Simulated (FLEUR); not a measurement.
## Ge: equation of state with AM05

**Experimental background.**

“Sub-monolayer structures of Ag overlayers on Ge(111): experimental observations and first-principles study”, 2019, arxiv:1908.00180 quotes, for a bulk crystal of Ge: bulk modulus 75.8 GPa.

Ge:

```
Ge
1.0
     0.00000    2.82891    2.82891
     2.82891    0.00000    2.82891
     2.82891    2.82891    0.00000
Ge
2
Cartesian
  4.2434 4.2434 4.2434
  2.8289 2.8289 2.8289
```

```
Program             : FLEUR MaX-R8.1 (later development tree)
Task                : equation of state
Functional          : AM05
Potentials or basis : all-electron
Basis               : FLAPW
Kmax                : 4.71 1/bohr
k mesh              : 8 × 8 × 8
Occupations         : fermi-dirac, width 0.05 eV
Spin                : no spin polarisation
```

The equilibrium volume is 22.91 Å³/atom and the bulk modulus is 65 GPa. The pressure derivative of the bulk modulus is 4.6 (rough: it moves with the points fitted).

Energy against volume, from the lowest point:
```
volume (Å³/atom)  energy (meV/atom)
          21.281              26.37
          21.733              12.82
          22.639               0.00
          23.545               2.56
          23.997               8.83
```

A measured bulk modulus of Ge is 75.8 GPa (quoted in “Sub-monolayer structures of Ag overlayers on Ge(111): experimental observations and first-principles study”, 2019, arxiv:1908.00180); the calculated 65 GPa misses it by -14.2 %. The fit is for a static lattice scaled at fixed shape and fixed fractional positions. The cell as given is a measured one (22.64 Å³/atom); AM05 puts the equilibrium volume +1.2 % from it, thermal expansion not counted.
